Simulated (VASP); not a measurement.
# CaSe (Fm-3m) in VASP: a series of runs

Runs on CaSe. Level: r2SCAN. Tasks: single point.

All numbers are computed with VASP 6.6.1; they aren't measurements. Logs are shortened: lines on timing, memory, paths and dates and some standing lists are left out, and cuts for length are marked.

## (1) The crystal as given

Symmetry: Fm-3m, No. 225, cubic system. Conventional cell: a = 5.912 Å, b = 5.912 Å, c = 5.912 Å, α = 90.00°, β = 90.00°, γ = 90.00°. Se (site symmetry m-3m) has 6 Ca at 2.96 Å as nearest neighbours. Around Ca (site symmetry m-3m) lie 6 Se at 2.96 Å.

## (2) Single point, r2SCAN

Input file INCAR:

```
ADDGRID = F ; ALGO = Normal
EDIFF = 1E-6 ; ENCUT = 300
ISIF = 2 ; ISMEAR = 0
LASPH = T ; LCHARG = F
LMIXTAU = T ; LREAL = F
LWAVE = F ; METAGGA = R2SCAN
NBANDS = 15 ; NELM = 100
PREC = Accurate ; SIGMA = 0.05
```

Input file KPOINTS:

```
k-points
0
Gamma
  7 7 7
```

Input file POSCAR:

```
CaSe
1.0
    0.0000000000      2.9560000000      2.9560000000
    2.9560000000      0.0000000000      2.9560000000
    2.9560000000      2.9560000000      0.0000000000
Se Ca
1 1
Direct
    0.5000000000      0.5000000000      0.5000000000
    0.0000000000      0.0000000000      0.0000000000
```

Potentials or basis: VASP PAW PBE potentials, release 64 (Se, Ca_sv).

Run with:

```console
$ cat potpaw_PBE.64/Se/POTCAR potpaw_PBE.64/Ca_sv/POTCAR > POTCAR
$ mpirun -np 1 vasp_std > vasp.out
```

OUTCAR:

```text
EDIFF = 1E-6
   ENCUT = 300
   ISIF = 2
   ISMEAR = 0
   LASPH = T
   LREAL = F
   METAGGA = R2SCAN
   NELM = 100
   PREC = Accurate

 Found     20 irreducible k-points:

 Following reciprocal coordinates:
            Coordinates               Weight
  0.000000  0.000000  0.000000      1.000000
  0.142857  0.000000  0.000000      8.000000
  0.285714  0.000000  0.000000      8.000000
  0.428571  0.000000  0.000000      8.000000
  0.142857  0.142857  0.000000      6.000000
  0.285714  0.142857  0.000000     24.000000
   k-points           NKPTS =     20   k-points in BZ     NKDIM =     20   number of bands    NBANDS=     15
   number of dos      NEDOS =    301   number of ions     NIONS =      2
   total plane-waves  NPLWV =  13824
   dimension x,y,z NGX =    24 NGY =   24 NGZ =   24
   dimension x,y,z NGXF=    48 NGYF=   48 NGZF=   48
   ions per type =               1   1
   NGX,Y,Z   is equivalent  to a cutoff of   9.54,  9.54,  9.54 a.u.
   NGXF,Y,Z  is equivalent  to a cutoff of  19.09, 19.09, 19.09 a.u.
 SYSTEM =  unknown system
   PREC   = accura    normal or accurate (medium, high low for compatibility)
   ISTART =      0    job   : 0-new  1-cont  2-samecut
   ICHARG =      2    charge: 1-file 2-atom 10-const
   ISPIN  =      1    spin polarized calculation?
   LNONCOLLINEAR =      F non collinear calculations
   LSORBIT =      F    spin-orbit coupling
   LASPH  =      T    aspherical Exc in radial PAW
   ENCUT  =  300.0 eV  22.05 Ry    4.70 a.u.   5.90  5.90  5.90*2*pi/ulx,y,z
   NELM   =    100;   NELMIN=  2; NELMDL= -5     # of ELM steps
   EDIFF  = 0.1E-05   stopping-criterion for ELM
   LREAL  =      F    real-space projection
   EDIFFG = 0.1E-04   stopping-criterion for IOM
   NSW    =      0    number of steps for IOM
   IBRION =     -1    ionic relax: 0-MD 1-quasi-New 2-CG
   NFREE  =      0    steps in history (QN), initial steepest desc. (CG)
   ISIF   =      2    stress and relaxation
   ISYM   =      2    0-nonsym 1-usesym 2-fastsym
   POTIM  = 0.5000    time-step for ionic-motion
   TEBEG  =    0.0;   TEEND  =   0.0 temperature during run
   PSTRESS=    0.0 pullay stress
   NELECT =      16.0000    total number of electrons
   NUPDOWN=      -1.0000    fix difference up-down
   EMIN   =  10.00;   EMAX   =-10.00  energy-range for DOS
   EFERMI =   0.00;   METHOD = LEGACY
   ISMEAR =     0;   SIGMA  =   0.05  broadening in eV -4-tet -1-fermi 0-gaus
   EFERMI_NEDOS =   21; number of points for ismear=-14 and -15
   IALGO  =     38    algorithm
   IMIX   =      4    mixing-type and parameters
     AMIX     =   0.40;   BMIX     =  1.00
     AMIX_MAG =   1.60;   BMIX_MAG =  1.00
  volume/ion in A,a.u.               =      25.83       174.30
  Fermi-wavevector in a.u.,A,eV,Ry     =   1.107645  2.093145 16.692666  1.226876
  Thomas-Fermi vector in A             =   2.244161
   LORBIT       =      0    0 simple, 1 ext, 2 COOP (PROOUT), +10 PAW based schemes
   METAGGA = R2SCAN    functional components
   LHFCALC =     F    Hartree Fock is set to
   AEXX    =    0.0000 exact exchange contribution
   IVDW    =     0    specifies the selected vdW correction
   LEPSILON=     F    determine dielectric tensor
   LRPA    =     F    only Hartree local field effects (RPA)
 non-spin polarized calculation
 Gauss-broadening in eV      SIGMA  =   0.05
  energy-cutoff  :      300.00
  volume of cell :       51.66
 maximum number of plane-waves:       620
   NGX = 11   NGY = 11   NGZ = 11

 number of electron      15.9999991 magnetization

 Free energy of the ion-electron system (eV)
  ---------------------------------------------------
  ext. energy  EPLUGINS =         0.00000000
  ---------------------------------------------------
  free energy    TOTEN  =       -25.98239765 eV

  energy without entropy =      -25.98239765  energy(sigma->0) =      -25.98239765

 E-fermi :   2.5614     XC(G=0):  -9.5875

 val. band max:        2.1947464816   @ k =   0.0000   0.0000   0.0000
 cond. band min:       4.7490853573   @ k =   0.4286   0.4286   0.0000
 fundamental gap:      2.5543388756
 Fermi energy:         2.5614420828

 k-point     1 :       0.0000    0.0000    0.0000
  band No.  band energies     occupation
      1     -39.0936      2.00000
      2     -19.2066      2.00000
      3     -19.2065      2.00000
      4     -19.2065      2.00000
      5     -10.0036      2.00000
      6       2.1947      2.00000
      7       2.1947      2.00000
      8       2.1947      2.00000
      9       6.3487      0.00000
     10       6.4223      0.00000
     11       6.4223      0.00000
     12       6.4223      0.00000
     13       7.0218      0.00000
     14       7.0218      0.00000
     15      12.6792      0.00000

 k-point     2 :       0.1429    0.0000    0.0000
  band No.  band energies     occupation
      1     -39.0923      2.00000
      2     -19.2290      2.00000
      3     -19.2078      2.00000
      4     -19.2078      2.00000
      5      -9.8788      2.00000
      6       1.2944      2.00000
      7       1.9010      2.00000
      8       1.9010      2.00000
      9       6.4015      0.00000
     10       6.7036      0.00000
     11       6.7037      0.00000
     12       7.4354      0.00000
     13       7.5511      0.00000
     14       7.5512      0.00000
     15      12.7967      0.00000

 k-point     3 :       0.2857    0.0000    0.0000
  band No.  band energies     occupation
      1     -39.0895      2.00000
      2     -19.2793      2.00000
      3     -19.2109      2.00000
      4     -19.2109      2.00000
      5      -9.5803      2.00000
      6      -0.0921      2.00000
      7       1.3813      2.00000
      8       1.3813      2.00000
      9       6.5807      0.00000
     10       7.3813      0.00000
     11       7.3814      0.00000
     12       8.7880      0.00000
     13       8.7880      0.00000
     14       8.9050      0.00000
     15      12.2944      0.00000

 k-point     4 :       0.4286    0.0000    0.0000
  band No.  band energies     occupation
      1     -39.0872      2.00000
      2     -19.3184      2.00000
      3     -19.2134      2.00000
      4     -19.2133      2.00000
      5      -9.3180      2.00000
      6      -0.9680      2.00000
      7       1.0467      2.00000
      8       1.0467      2.00000
      9       7.1225      0.00000
     10       8.1614      0.00000
     11       8.1615      0.00000
     12       8.5486      0.00000
     13      10.0156      0.00000
     14      10.0156      0.00000
     15      11.3586      0.00000

 k-point     5 :       0.1429    0.1429    0.0000
  band No.  band energies     occupation
      1     -39.0919      2.00000
      2     -19.2268      2.00000
      3     -19.2127      2.00000
      4     -19.2126      2.00000
      5      -9.8474      2.00000
      6       1.0500      2.00000
      7       1.9117      2.00000
      8       1.9117      2.00000
      9       5.9856      0.00000
     10       6.8920      0.00000
     11       7.1359      0.00000
     12       7.1360      0.00000
     13       7.1567      0.00000
     14       8.6541      0.00000
     15      13.0653      0.00000

 k-point     6 :       0.2857    0.1429    0.0000
  band No.  band energies     occupation
      1     -39.0896      2.00000
      2     -19.2625      2.00000
      3     -19.2180      2.00000
      4     -19.2156      2.00000
      5      -9.6315      2.00000
      6       0.1559      2.00000
      7       1.4081      2.00000
      8       1.5456      2.00000
      9       5.9957      0.00000
     10       7.4053      0.00000
     11       7.5259      0.00000
     12       8.0346      0.00000
     13       8.0730      0.00000
     14      10.0507      0.00000
     15      12.1961      0.00000

 [... further k-points ...]
[... 5 lines left out ...]
  --------------------------------------------------------------------------------------
  -------------------------------------------------------------------------------------
  Total        0.2549715      0.2549715      0.2549715      0.0000000      0.0000000      0.0000000
  in kB        7.9078588      7.9078588      7.9078588      0.0000000      0.0000000      0.0000000
  external PRESSURE =       7.9078588 kB  Pullay stress =       0.0000000 kB

 VOLUME and BASIS-vectors are now :
 -----------------------------------------------------------------------------
  energy-cutoff  :      300.00
  volume of cell :       51.66
      direct lattice vectors                 reciprocal lattice vectors
     0.000000000  2.956000000  2.956000000    -0.169147497  0.169147497  0.169147497
     2.956000000  0.000000000  2.956000000     0.169147497 -0.169147497  0.169147497
     2.956000000  2.956000000  0.000000000     0.169147497  0.169147497 -0.169147497

 POSITION                                       TOTAL-FORCE (eV/Angst)
 -----------------------------------------------------------------------------------
      2.95600      2.95600      2.95600        -0.000000      0.000000     -0.000000
      0.00000      0.00000      0.00000         0.000000     -0.000000      0.000000
 -----------------------------------------------------------------------------------
    total drift:                                0.000000     -0.000000     -0.000000

  FREE ENERGIE OF THE ION-ELECTRON SYSTEM (eV)
  ---------------------------------------------------
  free  energy   TOTEN  =       -25.9823976512 eV

  energy  without entropy=      -25.9823976512  energy(sigma->0) =      -25.98239765
```

It took 36 s on 1 thread of Intel Xeon Platinum 8488C (Sapphire Rapids), shared host; peak memory 0.14 GiB.

These settings aren't checked as converged: the numbers below hold their error.

Results:

| Item | Value |
| --- | --- |
| Free energy | -25.9824 eV |
| Band gap on the k mesh | 2.55 eV, indirect (least direct gap 3.48 eV) |

Caveat: the cutoff is under 1.25 times the usual one of these potentials, so pressure, stress and relaxed cells hold a basis-set (Pulay) error; the PAW data sets were made with another functional, which shifts forces and pressure a little; an odd mesh through Γ misses points on the zone boundary, where band edges often lie.

## (3) Single point, r2SCAN

INCAR is that of step 2.

KPOINTS is that of step 2.

Input file POSCAR:

```
CaSe
1.0
    0.0000000000      2.9560000000      2.9560000000
    2.9560000000      0.0000000000      2.9560000000
    2.9560000000      2.9560000000      0.0000000000
Se Ca
1 1
Direct
    0.5137070000      0.4880300000      0.5023060000
    0.0084580000     -0.0027510000     -0.0091450000
```

Potentials or basis: VASP PAW PBE potentials, release 64 (Se, Ca_sv).

Run with:

```console
$ cat potpaw_PBE.64/Se/POTCAR potpaw_PBE.64/Ca_sv/POTCAR > POTCAR
$ mpirun -np 1 vasp_std > vasp.out
```

It took 2.3 min on 1 thread of Intel Xeon Platinum 8488C (Sapphire Rapids), shared host; peak memory 0.19 GiB.

These settings aren't checked as converged: the numbers below hold their error.

Results:

| Item | Value |
| --- | --- |
| Free energy | -25.9776 eV |
| Largest force | 0.177 eV/Å |
| Band gap on the k mesh | 2.56 eV, indirect (least direct gap 3.48 eV) |

Caveat: the cutoff is under 1.25 times the usual one of these potentials, so pressure, stress and relaxed cells hold a basis-set (Pulay) error; the PAW data sets were made with another functional, which shifts forces and pressure a little; an odd mesh through Γ misses points on the zone boundary, where band edges often lie.

## (4) For comparison

An earlier run on the cell as given: functional PBEsol; potentials or basis VASP PAW PBE potentials, release 64 (Se, Ca_sv); cutoff 520 eV; k mesh 8 × 8 × 8; occupations fermi-dirac, width 0.05 eV; no spin polarisation.

* Pressure: -0.9 GPa
* Band gap on the k mesh: 1.92 eV, indirect (least direct gap 2.87 eV)
